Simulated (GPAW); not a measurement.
Crystal: MnS.

```
Mn S
1.0
     0.00000    2.60450    2.60450
     2.60450    0.00000    2.60450
     2.60450    2.60450    0.00000
Mn S
1 1
Direct
  0.00000 0.00000 0.00000
  0.50000 0.50000 0.50000
```

Program: GPAW 26.7.0. Alike in all runs: task band structure; spin collinear, ferromagnetic start; cell as given; k mesh 9 × 9 × 9; cutoff (eV) 600; smearing fermi-dirac 0.05 eV.

Order these runs on this cell by their pressure, lowest first.
A. level PBEsol; potentials or basis PAW data sets generated in the run's folder for this functional, pw
B. level PBE; potentials or basis GPAW PAW data sets (gpaw-data 1.2.1), pw
C. level LDA; potentials or basis the program's PAW data sets (release 1.2.1) made for this functional, pw

C (-11.7 GPa), A (-7.2 GPa), B (-3.0 GPa).

Caveats: a cell with one magnetic atom can't hold antiferromagnetic order, which such compounds often take.
